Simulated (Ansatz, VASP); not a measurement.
## Si in VASP and in Ansatz

The input INCAR:

```
PREC = Accurate ; ENCUT = 520
EDIFF = 1E-7 ; ISMEAR = -1
SIGMA = 0.05 ; LREAL = False
LASPH = True ; NELM = 80
ALGO = Normal ; ISIF = 2
LWAVE = False ; LCHARG = False
GGA = CA ; NBANDS = 11
```

KPOINTS

```
Automatic mesh
0
Gamma
  15 15 8
```

The input POSCAR:

```
Si
1.0
    2.6895478028      0.0000000000      0.0000000000
   -1.3447739014      2.3292167219      0.0000000000
    0.0000000000      0.0000000000      4.5725623953
Si
2
Direct
    0.3333333333      0.6666666667      0.2500000000
    0.6666666667      0.3333333333      0.7500000000
```

Input for Ansatz:

```yaml
crystal:
  lattice:
    - [2.6895478028, 0.0, 0.0]
    - [-1.3447739014, 2.3292167219, 0.0]
    - [0.0, 0.0, 4.5725623953]
  atoms:
    - { symbol: Si, position: [0.3333333333, 0.6666666667, 0.25] }
    - { symbol: Si, position: [0.6666666667, 0.3333333333, 0.75] }
kpoints:
  mp_grid: { grid: [15, 15, 8] }
  band_path:
    path:
      - [0.0, 0.0, 0.0]
      - [0.5, 0.0, 0.0]
      - [0.3333333333, 0.3333333333, 0.0]
      - [0.0, 0.0, 0.0]
      - [0.0, 0.0, 0.5]
      - [0.5, 0.0, 0.5]
      - [0.3333333333, 0.3333333333, 0.5]
      - [0.0, 0.0, 0.5]
      - [0.5, 0.0, 0.5]
    npoints: 5
scf:
  occupations: { method: fermi_dirac, width: 0.05 }
hamiltonian:
  xc: lda
  pseudopotentials: { kind: all_electron, lapw: { basis_error: 0.001 } }
output:
  forces: true
  stress: true
  eigenvalues: true
```

Alike in both runs: task single point; functional LDA; k mesh 15 × 15 × 8; occupations fermi-dirac, width 0.05 eV; no spin polarisation.

```csv
,VASP,Ansatz
version,VASP 6.6.1,Ansatz 0.2.0
potentials or method,"VASP PAW LDA potentials, release 64 (Si)","all-electron LAPW, scalar-relativistic"
plane-wave cutoff (eV),520,see its input
```

VASP gave:

| Quantity | Value |
| --- | --- |
| pressure (GPa) | -3.3 |
| largest component of the traceless stress (GPa) | 0.25 |

Question: Which values does Ansatz return?

Answer: Pressure (GPa): -3.3; largest component of the traceless stress (GPa): 0.27.

Ansatz ran all-electron here, so the differences hold the error of VASP's frozen core and of both bases.
